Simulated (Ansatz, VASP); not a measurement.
**LiCl: VASP beside Ansatz**

File POSCAR:

```
LiCl
1.0
    0.0000000000      2.5847004900      2.5847004900
    2.5847004900      0.0000000000      2.5847004900
    2.5847004900      2.5847004900      0.0000000000
Li Cl
1 1
Direct
    0.0000000000      0.0000000000      0.0000000000
    0.5000000000      0.5000000000      0.5000000000
```

Contents of INCAR.step1:

```
SYSTEM = LiCl
PREC     = Accurate       ! precision mode
ENCUT    = 520            ! plane-wave cutoff, eV
ISMEAR   = 1              ! smearing method
SIGMA    = 0.2188         ! smearing width, eV
LREAL    = .FALSE.        ! projectors in reciprocal space
LASPH    = .TRUE.         ! aspherical terms in the spheres
NELM     = 60             ! most SCF steps
NBANDS   = 12             ! bands
GGA      = PE             ! functional
ALGO     = Normal         ! electronic algorithm
EDIFF    = 1E-4           ! SCF threshold, eV
LWAVE    = .TRUE.         ! write WAVECAR
LCHARG   = .FALSE.        ! write CHGCAR
```

The input INCAR.step2:

```
SYSTEM = LiCl
PREC     = Accurate       ! precision mode
ENCUT    = 520            ! plane-wave cutoff, eV
EDIFF    = 1E-6           ! SCF threshold, eV
ISMEAR   = 1              ! smearing method
SIGMA    = 0.2188         ! smearing width, eV
LREAL    = .FALSE.        ! projectors in reciprocal space
LASPH    = .TRUE.         ! aspherical terms in the spheres
NELM     = 60             ! most SCF steps
ALGO     = Normal         ! electronic algorithm
ISIF     = 2              ! what is computed and relaxed
LWAVE    = .FALSE.        ! write WAVECAR
LCHARG   = .FALSE.        ! write CHGCAR
METAGGA  = R2SCAN         ! meta-GGA
LMIXTAU  = .TRUE.       
NBANDS   = 12             ! bands
ISTART   = 1
```

The input KPOINTS:

```
Automatic mesh
0
G
  9 9 9
  0 0 0
```

Input for Ansatz:

```yaml
crystal:
  lattice:
    - [0.0, 2.58470049, 2.58470049]
    - [2.58470049, 0.0, 2.58470049]
    - [2.58470049, 2.58470049, 0.0]
  atoms:
    - { symbol: Li, position: [0.0, 0.0, 0.0] }
    - { symbol: Cl, position: [0.5, 0.5, 0.5] }
  symmetry: { tolerance: 0.0003 }
kpoints:
  mp_grid: { grid: [9, 9, 9], shift: [0, 0, 0] }
  band_path:
    path:
      - [0.0, 0.0, 0.0]
      - [0.5, 0.0, 0.5]
      - [0.625, 0.25, 0.625]
      - [0.375, 0.375, 0.75]
      - [0.0, 0.0, 0.0]
      - [0.5, 0.5, 0.5]
      - [0.5, 0.25, 0.75]
      - [0.5, 0.0, 0.5]
    npoints: 8
magnetization:
  spin_polarized: false
scf:
  occupations: { method: methfessel_paxton, width: 0.2188 }
  lower_state_search: "off"
  max_iter: 200
hamiltonian:
  pseudopotentials: { kind: paw }
  xc: r2scan
basis:
  ecutwfc: 500
  fft_grid_basis: typed
output:
  forces: true
  stress: true
  eigenvalues: true
  bader: true
  populations: true
  elf: true
  write_potential: true
  volumetric_format: npy
  dos:
    e_range: [-12, 8]
    de: 0.05
    projected: { site_lists: { Cl: [Cl], Li: [Li] } }
checkpoint:
  read: saved_state
```

Alike in both runs: task single point; functional r2SCAN; k mesh 9 × 9 × 9; occupations methfessel-paxton of order 1, width 0.2188 eV; no spin polarisation.

```csv
,VASP,Ansatz
version,VASP 6.6.1,Ansatz 0.2.0
potentials or method,"VASP PAW PBE potentials, release 64 (Li_sv, Cl)",PAW plane waves
plane-wave cutoff (eV),520,500
valence electrons in the cell,10,10
```

|  | VASP | Ansatz | Ansatz less VASP |
| --- | --- | --- | --- |
| gap on the k mesh at the Fermi level (eV) | 7.15 | 7.09 | -0.067 |

With one functional, cell and mesh, what is left measures potentials, basis and numerics.

Caveats: an odd mesh through Γ misses points on the zone boundary, where band edges often lie. r2SCAN opens gaps a little over a GGA but as a rule still falls short of measured ones.
